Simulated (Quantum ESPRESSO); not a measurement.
# KTaO3 (Pm-3m) in Quantum ESPRESSO: further runs

The runs below take KTaO3 through dielectric tensor, with BLYP, AM05.

Program: Quantum ESPRESSO 7.5. These are calculated values, not measurements. Logs are shortened: lines on timing, memory, paths and dates and some standing lists are left out, and cuts for length are marked.

### 1 Starting point

Symmetry: Pm-3m, No. 221, cubic system. Conventional cell: a = 3.988 Å, b = 3.988 Å, c = 3.988 Å, α = 90.00°, β = 90.00°, γ = 90.00°. Ta (site symmetry m-3m) is surrounded by 6 O at 1.99 Å. K (site symmetry m-3m) is surrounded by 12 O at 2.82 Å. Around O (site symmetry 4/mmm) lie 2 Ta at 1.99 Å.

### 2 Dielectric tensor, BLYP

Input file pw.in:

```
&CONTROL
  calculation = 'scf'
  prefix = 'pwscf'
  outdir = './tmp'
  pseudo_dir = './pseudo'
  tprnfor = .true.
  tstress = .true.
  disk_io = 'low'
/
&SYSTEM
  ibrav = 0
  nat = 5
  ntyp = 3
  ecutwfc = 56
  ecutrho = 448
  nbnd = 28
  input_dft = 'blyp'
  occupations = 'smearing'
  smearing = 'fd'
  degauss = 0.00367493
/
&ELECTRONS
  conv_thr = 1d-09
  electron_maxstep = 120
  mixing_beta = 0.5
/
ATOMIC_SPECIES
Ta   180.9479 ta_pbe_v1.uspp.F.UPF
K     39.0983 k_pbe_v1.4.uspp.F.UPF
O     15.9990 o_pbe_v1.2.uspp.F.UPF
CELL_PARAMETERS angstrom
   3.9883000000    0.0000000000    0.0000000000
   0.0000000000    3.9883000000    0.0000000000
   0.0000000000    0.0000000000    3.9883000000
ATOMIC_POSITIONS angstrom
Ta     0.0000000000    0.0000000000    0.0000000000
K      1.9941500000    1.9941500000    1.9941500000
O      0.0000000000    0.0000000000    1.9941500000
O      0.0000000000    1.9941500000    0.0000000000
O      1.9941500000    0.0000000000    0.0000000000
K_POINTS automatic
6 6 6 1 1 1
```

Input file scf2.in:

```
&CONTROL
  calculation = 'scf'
  prefix = 'pwscf'
  outdir = './tmp'
  pseudo_dir = './pseudo'
  tprnfor = .true.
  tstress = .true.
  disk_io = 'low'
/
&SYSTEM
  ibrav = 0
  nat = 5
  ntyp = 3
  ecutwfc = 56
  ecutrho = 448
  nbnd = 28
  input_dft = 'blyp'
  occupations = 'fixed'
/
&ELECTRONS
  conv_thr = 1d-13
  electron_maxstep = 120
  mixing_beta = 0.5
  startingpot = 'file'
  startingwfc = 'file'
/
ATOMIC_SPECIES
Ta   180.9479 ta_pbe_v1.uspp.F.UPF
K     39.0983 k_pbe_v1.4.uspp.F.UPF
O     15.9990 o_pbe_v1.2.uspp.F.UPF
CELL_PARAMETERS angstrom
   3.9883000000    0.0000000000    0.0000000000
   0.0000000000    3.9883000000    0.0000000000
   0.0000000000    0.0000000000    3.9883000000
ATOMIC_POSITIONS angstrom
Ta     0.0000000000    0.0000000000    0.0000000000
K      1.9941500000    1.9941500000    1.9941500000
O      0.0000000000    0.0000000000    1.9941500000
O      0.0000000000    1.9941500000    0.0000000000
O      1.9941500000    0.0000000000    0.0000000000
K_POINTS automatic
6 6 6 1 1 1
```

Input file ph.in:

```
dielectric of KTaO3
&INPUTPH
  prefix = 'pwscf'
  outdir = './tmp'
  tr2_ph = 1d-18
  fildyn = 'dyn'
  niter_ph = 90
  alpha_mix(1) = 0.7
  epsil = .true.
  trans = .false.
  zeu = .true.
/
0.0000000000 0.0000000000 0.0000000000
```

Potentials or basis: GBRV 1.5 PBE.

Run with:

```console
OMP_NUM_THREADS=1 pw.x -in pw.in > pw.out
OMP_NUM_THREADS=1 pw.x -in scf2.in > scf2.out
OMP_NUM_THREADS=1 ph.x -in ph.in > ph.out
```

pw.out:

```text
This program is part of the open-source Quantum ESPRESSO suite
     for quantum simulation of materials; please cite
         "P. Giannozzi et al., J. Phys.:Condens. Matter 21 395502 (2009);
         "P. Giannozzi et al., J. Phys.:Condens. Matter 29 465901 (2017);
         "P. Giannozzi et al., J. Chem. Phys. 152 154105 (2020);
     in publications or presentations arising from this work. More details at

     IMPORTANT: XC functional enforced from input :
     Exchange-correlation= BLYP
                           (   1   3   1   3   0   0   0)
     Any further DFT definition will be discarded
     Please, verify this is what you really want

     Message from routine setup:
     using ibrav=0 with symmetry is DISCOURAGED, use correct ibrav instead

     G-vector sticks info
     --------------------
     sticks:   dense  smooth     PW     G-vecs:    dense   smooth      PW
     Sum        2025    1005    293                68507    24207    3887

     Using Slab Decomposition

     bravais-lattice index     =            0
     lattice parameter (alat)  =       7.5368  a.u.
     unit-cell volume          =     428.1146 (a.u.)^3
     number of atoms/cell      =            5
     number of atomic types    =            3
     number of electrons       =        40.00
     number of Kohn-Sham states=           28
     kinetic-energy cutoff     =      56.0000  Ry
     charge density cutoff     =     448.0000  Ry
     scf convergence threshold =      1.0E-09
     mixing beta               =       0.5000
     number of iterations used =            8  plain     mixing
     Exchange-correlation= BLYP
                           (   1   3   1   3   0   0   0)

     celldm(1)=   7.536795  celldm(2)=   0.000000  celldm(3)=   0.000000
     celldm(4)=   0.000000  celldm(5)=   0.000000  celldm(6)=   0.000000

     crystal axes: (cart. coord. in units of alat)
               a(1) = (   1.000000   0.000000   0.000000 )
               a(2) = (   0.000000   1.000000   0.000000 )
               a(3) = (   0.000000   0.000000   1.000000 )

     reciprocal axes: (cart. coord. in units 2 pi/alat)
               b(1) = (  1.000000  0.000000  0.000000 )
               b(2) = (  0.000000  1.000000  0.000000 )
               b(3) = (  0.000000  0.000000  1.000000 )

     PseudoPot. # 1 for Ta read from file:
     ta_pbe_v1.uspp.F.UPF
     Pseudo is Ultrasoft + core correction, Zval = 13.0
     Generated by new atomic code, or converted to UPF format
     Using radial grid of  921 points,  7 beta functions with:
                l(1) =   0
                l(2) =   0
                l(3) =   1
                l(4) =   1
                l(5) =   2
                l(6) =   2
                l(7) =   3
     Q(r) pseudized with  6 coefficients,  rinner =    1.300   1.300   1.300
                                                       1.300   1.300   1.300
                                                       1.300

     PseudoPot. # 2 for K  read from file:
     k_pbe_v1.4.uspp.F.UPF
     Pseudo is Ultrasoft + core correction, Zval =  9.0
     Generated by new atomic code, or converted to UPF format
     Using radial grid of  841 points,  6 beta functions with:
                l(1) =   0
                l(2) =   0
                l(3) =   1
                l(4) =   1
                l(5) =   2
                l(6) =   2
     Q(r) pseudized with  6 coefficients,  rinner =    1.500   1.500   1.500
                                                       1.500   1.500

     PseudoPot. # 3 for O  read from file:
     o_pbe_v1.2.uspp.F.UPF
     Pseudo is Ultrasoft + core correction, Zval =  6.0
     Generated by new atomic code, or converted to UPF format
     Using radial grid of  737 points,  5 beta functions with:
                l(1) =   0
                l(2) =   0
                l(3) =   1
                l(4) =   1
                l(5) =   2
     Q(r) pseudized with  8 coefficients,  rinner =    0.900   0.900   0.900
                                                       0.900   0.900

     atomic species   valence    mass     pseudopotential
     Ta               13.00   180.94790     Ta( 1.00)
     K                 9.00    39.09830     K ( 1.00)
     O                 6.00    15.99900     O ( 1.00)

     48 Sym. Ops., with inversion, found

   Cartesian axes

     site n.     atom                  positions (alat units)
         1        Ta     tau(   1) = (   0.0000000   0.0000000   0.0000000  )
         2        K      tau(   2) = (   0.5000000   0.5000000   0.5000000  )
         3        O      tau(   3) = (   0.0000000   0.0000000   0.5000000  )
         4        O      tau(   4) = (   0.0000000   0.5000000   0.0000000  )
         5        O      tau(   5) = (   0.5000000   0.0000000   0.0000000  )

     number of k points=    10  Fermi-Dirac smearing, width (Ry)=  0.0037
                       cart. coord. in units 2pi/alat
        k(    1) = (   0.0833333   0.0833333   0.0833333), wk =   0.0740741
        k(    2) = (   0.0833333   0.0833333   0.2500000), wk =   0.2222222
        k(    3) = (   0.0833333   0.0833333   0.4166667), wk =   0.2222222
        k(    4) = (   0.0833333   0.2500000   0.2500000), wk =   0.2222222
        k(    5) = (   0.0833333   0.2500000   0.4166667), wk =   0.4444444
        k(    6) = (   0.0833333   0.4166667   0.4166667), wk =   0.2222222
        k(    7) = (   0.2500000   0.2500000   0.2500000), wk =   0.0740741
        k(    8) = (   0.2500000   0.2500000   0.4166667), wk =   0.2222222
        k(    9) = (   0.2500000   0.4166667   0.4166667), wk =   0.2222222
        k(   10) = (   0.4166667   0.4166667   0.4166667), wk =   0.0740741

     Dense  grid:    68507 G-vectors     FFT dimensions: (  54,  54,  54)

     Smooth grid:    24207 G-vectors     FFT dimensions: (  36,  36,  36)

     Initial potential from superposition of free atoms

     starting charge      39.4955, renormalised to      40.0000

     negative rho (up, down):  9.414E-02 0.000E+00
     Starting wfcs are   33 randomized atomic wfcs

     Self-consistent Calculation

     iteration #  1     ecut=    56.00 Ry     beta= 0.50
     Davidson diagonalization with overlap
     ethr =  1.00E-02,  avg # of iterations =  6.4

     negative rho (up, down):  9.548E-02 0.000E+00

     total energy              =    -295.11897323 Ry
     estimated scf accuracy    <       1.78612622 Ry

     iteration #  2     ecut=    56.00 Ry     beta= 0.50
     Davidson diagonalization with overlap
     ethr =  4.47E-03,  avg # of iterations =  2.0

     negative rho (up, down):  9.627E-02 0.000E+00

     total energy              =    -295.58130077 Ry
     estimated scf accuracy    <       1.05718094 Ry

     iteration #  3     ecut=    56.00 Ry     beta= 0.50
     Davidson diagonalization with overlap
     ethr =  2.64E-03,  avg # of iterations =  2.0

     negative rho (up, down):  9.667E-02 0.000E+00

     total energy              =    -295.79992212 Ry
     estimated scf accuracy    <       0.02658631 Ry

     iteration #  4     ecut=    56.00 Ry     beta= 0.50
     Davidson diagonalization with overlap
     ethr =  6.65E-05,  avg # of iterations = 10.8
[... 64 lines left out ...]
     negative rho (up, down):  9.773E-02 0.000E+00

     total energy              =    -295.80558431 Ry
     estimated scf accuracy    <          2.1E-09 Ry

     iteration # 12     ecut=    56.00 Ry     beta= 0.50
     Davidson diagonalization with overlap
     ethr =  5.36E-12,  avg # of iterations =  1.4

     negative rho (up, down):  9.774E-02 0.000E+00

     total energy              =    -295.80558430 Ry
     estimated scf accuracy    <          1.0E-09 Ry

     iteration # 13     ecut=    56.00 Ry     beta= 0.50
     Davidson diagonalization with overlap
     ethr =  2.58E-12,  avg # of iterations =  2.6

     negative rho (up, down):  9.773E-02 0.000E+00

     End of self-consistent calculation

          k = 0.0833 0.0833 0.0833 (  3020 PWs)   bands (ev):

   -58.3826 -24.8948 -24.8945 -24.8945 -18.2956  -8.2122  -7.5431  -7.5431
    -1.8158  -1.8158  -1.7770   6.5169   6.6358   6.6358   7.7266   7.7266
     8.0562   8.1576   8.3254   8.3254  11.7811  11.8497  11.8497  16.3624
    16.4466  16.4466  17.5651  17.5651

          k = 0.0833 0.0833 0.2500 (  3019 PWs)   bands (ev):

   -58.3825 -24.9322 -24.8930 -24.8929 -18.2848  -8.1146  -7.5318  -7.2340
    -1.8073  -1.8015  -1.7235   5.3303   6.4380   6.5755   7.0289   7.1105
     7.7311   8.0432   8.0940   8.2318  11.8817  12.9527  12.9697  16.4652
    17.0333  17.9016  18.1198  18.4798

          k = 0.0833 0.0833 0.4167 (  3019 PWs)   bands (ev):

   -58.3824 -24.9693 -24.8914 -24.8912 -18.2740  -8.1015  -7.5204  -6.7760
    -1.7991  -1.7658  -1.6904   3.9791   6.1985   6.4400   6.6911   6.7833
     7.5515   7.9176   7.9312   8.1715  11.9449  14.0602  14.0749  16.4742
    17.8705  18.4913  18.7309  19.7630

          k = 0.0833 0.2500 0.2500 (  3024 PWs)   bands (ev):

   -58.3824 -24.9307 -24.9300 -24.8913 -18.2762  -7.9447  -7.3016  -7.1966
    -1.8256  -1.8024  -1.6971   5.2850   5.3564   6.0094   6.4526   6.8461
     7.3628   7.9677   8.0034   8.4898  12.9344  13.0740  13.6606  16.9661
    18.0487  18.6042  18.6406  19.1387

          k = 0.0833 0.2500 0.4167 (  3023 PWs)   bands (ev):
[... 20 lines left out ...]
          k = 0.2500 0.2500 0.4167 (  3029 PWs)   bands (ev):

   -58.3823 -24.9654 -24.9270 -24.9266 -18.2613  -7.5051  -7.1533  -6.7921
    -1.9144  -1.8559  -1.7413   3.9793   5.2813   5.3853   5.4976   5.7556
     6.1979   8.3530   8.4779   8.7033  13.7699  14.5491  14.6331  18.7221
    18.8041  19.1695  19.4607  19.8371

          k = 0.2500 0.4167 0.4167 (  3038 PWs)   bands (ev):

   -58.3822 -24.9635 -24.9634 -24.9251 -18.2549  -7.3161  -6.8029  -6.7752
    -1.9425  -1.9265  -1.8352   3.9580   4.0135   5.0733   5.4401   5.7305
     5.7401   8.5549   8.5867   9.0263  14.6146  14.6443  15.2963  18.4909
    19.0508  19.2451  19.8340  20.1528

          k = 0.4167 0.4167 0.4167 (  3052 PWs)   bands (ev):

   -58.3821 -24.9618 -24.9616 -24.9616 -18.2483  -6.8178  -6.7389  -6.7389
    -2.0292  -2.0292  -1.9741   3.9560   4.0197   4.0197   5.2671   5.3756
     5.3756   8.9988   8.9988   9.0663  15.2932  15.3588  15.3588  18.4354
    18.4354  18.4683  20.3903  21.4543

     the Fermi energy is    10.5866 ev

!    total energy              =    -295.80558430 Ry
     estimated scf accuracy    <          3.3E-10 Ry
     smearing contrib. (-TS)   =      -0.00000000 Ry
     internal energy E=F+TS    =    -295.80558430 Ry

     The total energy is F=E-TS. E is the sum of the following terms:
     one-electron contribution =     -72.66717063 Ry
     hartree contribution      =      57.23246342 Ry
     xc contribution           =     -73.00640426 Ry
     ewald contribution        =    -207.36447283 Ry

     convergence has been achieved in  13 iterations

     negative rho (up, down):  9.773E-02 0.000E+00

     Forces acting on atoms (cartesian axes, Ry/au):

     atom    1 type  1   force =     0.00000000    0.00000000    0.00000000
     atom    2 type  2   force =     0.00000000    0.00000000    0.00000000
     atom    3 type  3   force =     0.00000000    0.00000000    0.00000000
     atom    4 type  3   force =     0.00000000    0.00000000    0.00000000
     atom    5 type  3   force =     0.00000000    0.00000000    0.00000000

     Total force =     0.000000     Total SCF correction =     0.000000

     Computing stress (Cartesian axis) and pressure

     negative rho (up, down):  9.773E-02 0.000E+00
          total   stress  (Ry/bohr**3)                   (kbar)     P=      109.78
   0.00074626   0.00000000   0.00000000          109.78        0.00        0.00
   0.00000000   0.00074626   0.00000000            0.00      109.78        0.00
   0.00000000   0.00000000   0.00074626            0.00        0.00      109.78

=------------------------------------------------------------------------------=
   JOB DONE.
=------------------------------------------------------------------------------=
```

Wall time 5.3 min (1 thread of Intel Xeon Platinum 8488C (Sapphire Rapids), shared host); peak memory 0.49 GiB.

What came out:

- Free energy: -4024.6400 eV
- Pressure: 11.0 GPa
- Electronic dielectric tensor (diagonal): 5.22
- Born charges (mean of the diagonal): Ta +8.65; K +1.15; O -3.26 e

Levels at points of the mesh, in eV from the valence-band top:
| k point | band 18 | band 19 | band 20 | band 21 | band 22 | band 23 |
| --- | --- | --- | --- | --- | --- | --- |
| (0.08, 0.08, 0.08) | -0.91 | -0.74 | -0.74 | 2.71 | 2.78 | 2.78 |

Electronic dielectric tensor:
```
5.22 0.00 0.00
0.00 5.22 0.00
0.00 0.00 5.22
```

Born effective charge tensors (e):
atom 1, Ta
```
8.65 0.00 0.00
0.00 8.65 0.00
0.00 0.00 8.65
```
atom 2, K
```
1.15 0.00 0.00
0.00 1.15 0.00
0.00 0.00 1.15
```
atom 3, O
```
-1.67  0.00  0.00
 0.00 -1.67  0.00
 0.00  0.00 -6.45
```
atom 4, O
```
-1.67  0.00  0.00
 0.00 -6.45  0.00
 0.00  0.00 -1.67
```
atom 5, O
```
-6.45  0.00  0.00
 0.00 -1.67  0.00
 0.00  0.00 -1.67
```

Caveat: the potentials were made for another functional, which shifts forces and pressure; the cell is more than 3 GPa from zero pressure, which shifts response properties. Spin-orbit coupling is left out, which matters for the levels of Ta.

### 3 Dielectric tensor, AM05

Edit pw.in of step 2 so:

```diff
@@ -16,3 +16,3 @@
   nbnd = 28
-  input_dft = 'blyp'
+  input_dft = 'XC-000I-000I-120L-135L-000I-000I'
   occupations = 'smearing'
```

Edit scf2.in of step 2 so:

```diff
@@ -16,3 +16,3 @@
   nbnd = 28
-  input_dft = 'blyp'
+  input_dft = 'XC-000I-000I-120L-135L-000I-000I'
   occupations = 'fixed'
```

ph.in is that of step 2.

Potentials or basis: GBRV 1.5 PBE.

Run with:

```console
OMP_NUM_THREADS=1 pw.x -in pw.in > pw.out
OMP_NUM_THREADS=1 pw.x -in scf2.in > scf2.out
OMP_NUM_THREADS=1 ph.x -in ph.in > ph.out
```

pw.out:

```text
This program is part of the open-source Quantum ESPRESSO suite
     for quantum simulation of materials; please cite
         "P. Giannozzi et al., J. Phys.:Condens. Matter 21 395502 (2009);
         "P. Giannozzi et al., J. Phys.:Condens. Matter 29 465901 (2017);
         "P. Giannozzi et al., J. Chem. Phys. 152 154105 (2020);
     in publications or presentations arising from this work. More details at

     IMPORTANT: XC functional enforced from input :
     Exchange-correlation= XC-000I-000I-120L-135L-000I-000I
                           (   0   0 120 135   0   0   0)
     Any further DFT definition will be discarded
     Please, verify this is what you really want

     Message from routine setup:
     using ibrav=0 with symmetry is DISCOURAGED, use correct ibrav instead

     G-vector sticks info
     --------------------
     sticks:   dense  smooth     PW     G-vecs:    dense   smooth      PW
     Sum        2025    1005    293                68507    24207    3887

     Using Slab Decomposition

     bravais-lattice index     =            0
[... 299 lines left out ...]
     the Fermi energy is    10.0067 ev

!    total energy              =    -295.27545949 Ry
     estimated scf accuracy    <          2.6E-12 Ry
     smearing contrib. (-TS)   =      -0.00000000 Ry
     internal energy E=F+TS    =    -295.27545949 Ry

     The total energy is F=E-TS. E is the sum of the following terms:
     one-electron contribution =     -72.19945500 Ry
     hartree contribution      =      56.56238555 Ry
     xc contribution           =     -72.27391721 Ry
     ewald contribution        =    -207.36447283 Ry

     convergence has been achieved in  12 iterations

     negative rho (up, down):  9.853E-02 0.000E+00

     Forces acting on atoms (cartesian axes, Ry/au):

     atom    1 type  1   force =     0.00000000    0.00000000    0.00000000
     atom    2 type  2   force =     0.00000000    0.00000000    0.00000000
     atom    3 type  3   force =     0.00000000    0.00000000    0.00000000
     atom    4 type  3   force =     0.00000000    0.00000000    0.00000000
     atom    5 type  3   force =     0.00000000    0.00000000    0.00000000

     Total force =     0.000000     Total SCF correction =     0.000000

     Computing stress (Cartesian axis) and pressure

     negative rho (up, down):  9.853E-02 0.000E+00
          total   stress  (Ry/bohr**3)                   (kbar)     P=       12.61
   0.00008571   0.00000000   0.00000000           12.61        0.00        0.00
   0.00000000   0.00008571   0.00000000            0.00       12.61        0.00
   0.00000000   0.00000000   0.00008571            0.00        0.00       12.61

=------------------------------------------------------------------------------=
   JOB DONE.
=------------------------------------------------------------------------------=
```

It took 5.3 min on 1 thread of Intel Xeon Platinum 8488C (Sapphire Rapids), shared host; peak memory 0.49 GiB.

Results:

```
Free energy                             : -4017.4273 eV
Pressure                                : 1.3 GPa
Electronic dielectric tensor (diagonal) : 5.44
Born charges (mean of the diagonal)     : Ta +8.76; K +1.16; O -3.30 e
```

Electronic dielectric tensor:
```
5.44 0.00 0.00
0.00 5.44 0.00
0.00 0.00 5.44
```

Born effective charge tensors (e):
atom 1, Ta
```
8.76 0.00 0.00
0.00 8.76 0.00
0.00 0.00 8.76
```
atom 2, K
```
1.16 0.00 0.00
0.00 1.16 0.00
0.00 0.00 1.16
```
atom 3, O
```
-1.66  0.00  0.00
 0.00 -1.66  0.00
 0.00  0.00 -6.57
```
atom 4, O
```
-1.66  0.00  0.00
 0.00 -6.57  0.00
 0.00  0.00 -1.66
```
atom 5, O
```
-6.57  0.00  0.00
 0.00 -1.66  0.00
 0.00  0.00 -1.66
```

Caveat: the potentials were made for another functional, which shifts forces and pressure. The run has no spin-orbit coupling, so splittings on Ta are missing.
